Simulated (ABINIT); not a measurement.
Runs of ABINIT 10.8.3 (patched build) on TaS2. It takes space group P-3m1 (No. 164, trigonal). The conventional cell has a = 3.350 Å, b = 3.350 Å, c = 5.860 Å, α = 90.00°, β = 90.00°, γ = 120.00°. Around Ta (site symmetry -3m) lie 6 S at 2.43 Å. Around S (site symmetry 3m) lie 3 Ta at 2.43 Å. 

```tsv
task	level	potentials or basis	cell	k mesh	cutoff (eV)	cutoff smearing ecutsm (Ha)	stop of the response cycle (tolvrs)	acoustic sum rule (asr)	fine-grid cutoff	electron-positron correlation	mesh quality	gap on the mesh (eV)	pressure (GPa)	relaxed volume (Å³/atom)	largest force (eV/Å)
phonons	PBEsol	Ansatz PAW PBE default generated set, frozen core	cell relaxed at zero pressure by an earlier run	8 × 8 × 4, shifted	419	0.5	1e-08	1	838.111 eV	-	not flagged	-	0.0	-	0.04
single point	PBEsol	PseudoDojo NC SR PBEsol v0.4.1 standard	as given	7 × 7 × 4	680	-	-	-	-	-	not flagged	none	4.1	-	0.94
single point	PBEsol	PseudoDojo NC SR PBEsol v0.4.1 standard	cell relaxed	7 × 7 × 4	789	-	-	-	-	-	not flagged	none	0.0	-	-
positron lifetime	PBEsol	JTH PAW PBE v2.0	as given	6 × 6 × 4	544	-	-	-	1088.46 eV	Boronski-Nieminen GGA	coarse	none	4.6	-	0.92
positron lifetime	LDA	JTH PAW LDA v2.0	as given	6 × 6 × 4	408	-	-	-	816.342 eV	Sterne-Kaiser GGA	coarse	none	-	-	0.68
phonons at a zone-boundary q	PBEsol	PseudoDojo NC SR PBEsol v0.4.1 standard	as given	8 × 8 × 4, shifted	680	-	1e-08	-	-	-	not flagged	-	(a)	-	0.97
relaxation of cell and atoms	PBEsol	Ansatz PAW PBE default generated set, frozen core	relaxed	7 × 7 × 4	419	0.5	-	-	838.111 eV	-	not flagged	none	0.0	(b)	-
single point	PBEsol	Ansatz PAW PBE default generated set, frozen core	cell relaxed	7 × 7 × 4	419	-	-	-	838.111 eV	-	not flagged	none	0.0	-	-
optical spectrum	PBEsol	PseudoDojo NC SR PBEsol v0.4.1 standard	as given	10 × 10 × 6, shifted	680	-	-	-	-	-	not flagged	-	4.2	-	0.97
relaxation of cell and atoms	PBEsol	PseudoDojo NC SR PBEsol v0.4.1 standard	relaxed	7 × 7 × 4	789	0.5	-	-	-	-	not flagged	none	0.0	(c)	-
```

Alike in all rows: no spin polarisation; smearing fermi-dirac 0.05 eV.

Fill in the values left out.

(a) 4.0; (b) 18.64; (c) 18.65.

Caveats: some runs use coarse meshes; this functional lacks dispersion, which binds the layers, so the pressure and a relaxed spacing across them are unreliable (some runs); the PAW data sets were made with another functional, which shifts forces and pressure a little (some runs); the atomic spheres overlap (some runs); the cutoff is short for stress, so the pressure is rough (some runs); the mesh is coarse for a metal's response (some runs); the PAW basis is incomplete for the positron (some runs).

A k mesh can miss the band edges, and the runs leave out spin-orbit coupling on Ta.

A gap of «none» marks a metal or a gap under the smearing width.

Runs at the PBE level aren't shown here.
